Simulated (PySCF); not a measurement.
Structure problem from calculated spectra and properties.

Formula: C2H2Cl2.

| Item | Value |
| --- | --- |
| 13C NMR | chemical shifts (computed TMS as zero) by class: 134.1 (2 C) ppm [GIAO PBE0/pcSseg-1] |
| 1H NMR | chemical shifts (computed TMS as zero) by class: 6.41 (2 H) ppm [GIAO PBE0/pcSseg-1] |
| Dipole | 0.00 D [PBE0/pcSseg-1] |
| Rotational structure | rotational constants A, B, C: 53.513, 1.558, 1.514 GHz [GFN2-xTB] |
| NMR, other nuclei | isotropic shieldings of nuclei other than C and H, by class: 748 (2 Cl) ppm [GIAO PBE0/pcSseg-1] |

Gas-phase values; electronic properties from PySCF, density fitting. Levels stand in brackets. Geometry: GFN2-xTB; no solvent, vibrations or thermal averaging. NMR classes are plain means over equivalent atoms (diastereotopic ones count apart unless rotation or inversion swaps them), as if these changed places fast.

Question: Give a SMILES that accounts for the data.

Answer: Numbering: `[Cl:1]/[CH:2]=[CH:3]/[Cl:4]`. Its formula, C2H2Cl2, gives 1 degree of unsaturation: 0 rings and 1 π bond in the structure found. 2 carbons fall into 1 class: vinylic C–Cl carbon [C2/C3] (134.1 ppm, 2 C). All hydrogens form one class (6.41 ppm): vinylic hydrogen. The other shieldings belong to: 748 ppm, vinyl chlorine [Cl1/Cl4]. The vanishing dipole is forced by symmetry. The optimised geometry has point group C2h and is an asymmetric top. Structure: trans-1,2-dichloroethene, `Cl/C=C/Cl`. Computed isomers that give other values at the same levels: `Cl/C=C\Cl` (rotational constant A: 11.481 GHz; this holds for the one conformer computed). The assignments are read from this structure; whether some other isomer fits the data as well wasn't checked.
